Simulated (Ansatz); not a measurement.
# CaSe: the cost of one run

Program: Ansatz 0.2.0. Level of theory: DFT PBE, scalar-relativistic, plane waves, PAW. These are calculated values, not measurements.

### 1 Starting point

Symmetry: F-43m, No. 216, cubic system. The conventional cell has a = 6.600 Å, b = 6.600 Å, c = 6.600 Å, α = 90.00°, β = 90.00°, γ = 90.00°. Ca (site symmetry -43m) is surrounded by 4 Se at 2.86 Å. Se (site symmetry -43m) has 4 Ca at 2.86 Å as nearest neighbours.

Coordinates:

```
CELL_PARAMETERS angstrom
0.00000 3.30000 3.30000
3.30000 0.00000 3.30000
3.30000 3.30000 0.00000
ATOMIC_POSITIONS crystal
Ca 0.00000 0.00000 0.00000
Se 0.75000 0.75000 0.75000
```

Source of the structure: the Materials Project (structure only).

### 2 A first look at the start

input.yaml

```yaml
crystal:
  lattice:
    - [0.0, 3.3, 3.3]
    - [3.3, 0.0, 3.3]
    - [3.3, 3.3, 0.0]
  atoms:
    - { symbol: Ca, position: [0.0, 0.0, 0.0] }
    - { symbol: Se, position: [0.75, 0.75, 0.75] }
basis:
  ecutwfc: 420
kpoints:
  mp_grid: { grid: [6, 6, 6] }
hamiltonian:
  xc: pbe
scf:
  occupations: { method: gaussian, width: 0.1 }
output:
  forces: true
  stress: true
  eigenvalues: true
```

Started as:

```
$ ansatz run input.yaml --threads 1 --pin off --max-ram 1228MiB --backend cpu --events-out ev --progress --plain --runs-dir out
```

Q: Estimate wall time and peak memory on 1 thread of an Arm CPU, shared host.

About 2.1 s, with a peak of 0.3 GiB.
